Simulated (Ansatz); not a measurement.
Runs of Ansatz 0.2.0 on TiSi2. It takes space group P6/mmm (No. 191, hexagonal). The conventional cell has a = 4.375 Å, b = 4.375 Å, c = 2.561 Å, α = 90.00°, β = 90.00°, γ = 120.00°. Ti (site symmetry 6/mmm) has 2 Ti at 2.56 Å and 12 Si at 2.83 Å as nearest neighbours. Around Si (site symmetry -6m2) lie 5 Si at 2.53 to 2.56 Å and 6 Ti at 2.83 Å. The cell was built by a generator and needn't be a form met in nature.

```csv
level,U,k mesh,cutoff (eV),hubbard projectors,double counting,mesh quality,gap on the mesh (eV),pressure (GPa)
LDA+U,Ti d U = 3 eV,7 × 7 × 10,420,ortho-atomic (the default),fll (the default),not flagged,none,-4.3
r2SCAN,-,4 × 4 × 6,500,-,-,coarse,none,-1.2
HSE06,-,4 × 4 × 6,420,-,-,coarse,none,(a)
LDA+U,Ti d U = 2 eV,7 × 7 × 10,420,ortho-atomic (the default),fll (the default),not flagged,none,-5.4
PBEsol,-,4 × 4 × 6,420,-,-,coarse,none,(b)
LDA+U,Ti d U = 4 eV,7 × 7 × 10,420,ortho-atomic (the default),fll (the default),not flagged,none,(c)
LDA+U,Ti d U = 1 eV,7 × 7 × 10,420,ortho-atomic (the default),fll (the default),not flagged,none,-6.3
r2SCAN0,-,4 × 4 × 6,500,-,-,coarse,none,-4.1
```

Alike in all rows: task projected density of states; potentials or basis Ansatz PAW; no spin polarisation; cell as given; smearing fermi-dirac 0.05 eV.

Q: Estimate the missing entries.

A: (a) -1.7; (b) -2.5; (c) -3.1.

Caveats: some runs use coarse meshes; the PAW data sets come from PBE, with cores solved anew for the run's functional, which leaves a small shift of forces and pressure; the density of states is complete only up to the lowest level of the last band computed; U without spin polarisation on a metal has little footing (some runs); the U is typed as a test and isn't derived for this compound (some runs); the thresholds are loose for stress (some runs).

A gap of «none» marks a metal or a gap under the smearing width.
